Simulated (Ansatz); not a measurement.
Mg:

```xyz
1
Lattice="-1.8360 1.8360 1.6794 1.8360 -1.8360 1.6794 1.8360 1.8360 -1.6794" Properties=species:S:1:pos:R:3 pbc="T T T"
Mg    0.0000    0.0000    0.0000
```

This isn't the form of Mg at room conditions, which is hcp.

```yaml
Program: Ansatz 0.2.0
Task: relaxation of cell and atoms
Functional: revPBE
Potentials_or_basis: Ansatz PAW
Cutoff: "420 eV (not typed: the program's choice for these potentials)"
k_mesh: 11 × 11 × 11
Occupations: fermi-dirac, width 0.05 eV
Spin: no spin polarisation
```

At the start: volume 22.64 Å³/atom.

Task: Where does the relaxation end?

Result: It ends after 8 steps and the volume is 23.46 Å³/atom (+3.6 %); space group Im-3m (No. 229, to 0.05 Å).

The path:
| step | energy change (eV) | largest force (eV/Å) | volume (Å³) |
| --- | --- | --- | --- |
| 1 | 0.0000 | 0.0000 | 22.64 |
| 2 | -0.0045 | 0.0000 | 23.37 |
| 3 | -0.0049 | 0.0000 | 23.61 |
| 4 | -0.0053 | 0.0000 | 23.72 |
| 5 | -0.0061 | 0.0000 | 23.93 |
| 6 | -0.0071 | 0.0000 | 23.50 |
| 7 | -0.0071 | 0.0000 | 23.46 |
| 8 | -0.0072 | 0.0000 | 23.46 |

Final structure:
```xyz
1
Lattice="-1.8039 1.8039 1.8025 1.8039 -1.8039 1.8025 1.8039 1.8039 -1.8025" Properties=species:S:1:pos:R:3 pbc="T T T"
Mg    0.0000    0.0000    0.0000
```

Caveat: the plane-wave basis is chosen anew once the cell has moved, so the energies of steps on either side of that aren't comparable; the PAW data sets come from PBE, with cores solved anew for the run's functional, which leaves a small shift of forces and pressure.
